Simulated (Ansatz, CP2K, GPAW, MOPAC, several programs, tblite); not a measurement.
# BaTe from cheap methods to r2SCAN

How much accuracy does each second buy? BaTe is computed with 10 methods, from the cheapest up to r2SCAN.

Program: MOPAC, tblite, CP2K, GPAW, Ansatz (versions at each run). Level of theory: no spin polarisation, static lattice; gaps from single points on the cell relaxed beforehand with r²SCAN. These are calculated values, not measurements.

**1. The structure to begin with**

The structure is hexagonal, space group P6_3/mmc (No. 194). The conventional cell has a = 5.974 Å, b = 5.974 Å, c = 7.002 Å, α = 90.00°, β = 90.00°, γ = 120.00°. Ba (site symmetry -6m2) is surrounded by 5 Te at 3.45 to 3.50 Å. Te (site symmetry -6m2) has 5 Ba at 3.45 to 3.50 Å as nearest neighbours.

As a file:

```xyz
4
Lattice="5.9738 0.0000 0.0000 -2.9869 5.1735 0.0000 0.0000 0.0000 7.0022" Properties=species:S:1:pos:R:3 pbc="T T T"
Ba    0.0000    3.4490    1.7505
Ba    2.9869    1.7245    5.2516
Te    2.9869    1.7245    1.7505
Te    0.0000    3.4490    5.2516
```

The structure type (flat hexagonal layers, h-BN or h-MgO type) is imposed and need not be the compound's stable one.

**Question.** The methods are PM6, PM7, GFN2-xTB (tblite), PBE/DZVP, PBE/single-zeta, PBE/SZV, coarse PBE, GLLB-SC, PBE, r2SCAN. What gap does r2SCAN give on this cell, and which other methods (full PBE left aside) come nearest to r2SCAN and farthest in gap, volume and bulk modulus?

| quantity | value |
| --- | --- |
| r2SCAN | gap 2.31 eV, 54.10 Å³/atom, B₀ 23 GPa |
| gap: nearest and farthest of the other methods | PBE/DZVP (+0.03 eV), GFN2-xTB (tblite) (-2.21 eV) |
| volume: nearest and farthest of the other methods | PBE/DZVP (+2.7 %), GFN2-xTB (tblite) (-6.6 %) |
| bulk modulus: nearest and farthest of the other methods | PBE/DZVP (-6 %), GFN2-xTB (tblite) (-66 %) |

In words: Among the 6 methods compared for the gap (full PBE left aside), PBE/DZVP is nearest to r2SCAN and GFN2-xTB (tblite) farthest. Among the 2 methods compared for the volume (full PBE left aside), PBE/DZVP is nearest to r2SCAN and GFN2-xTB (tblite) farthest. For the bulk modulus, of the 2 methods compared (full PBE left aside), PBE/DZVP comes nearest to r2SCAN and GFN2-xTB (tblite) is farthest. A minimal basis or a coarse cutoff and mesh shifts results by its own error, so closeness to r2SCAN can be chance. Cluster runs see only the k-points that fold onto the zone centre, so their gaps can miss the band edges. GLLB-SC is compared with its derivative discontinuity added. PM7, PM6 ended in an unphysical state and are left out of the comparison. No volume is given for PBE/single-zeta, PBE/SZV, coarse PBE, which can hide a larger miss. CPU times run from 0.49 s (PM7) to 82 s (GLLB-SC). On this cell PBE/single-zeta, GLLB-SC cost more than r2SCAN itself (25 s), so they are no saving here. r2SCAN is a yardstick, not the truth: it usually gives gaps below the measured ones. Spin-orbit coupling is left out throughout.
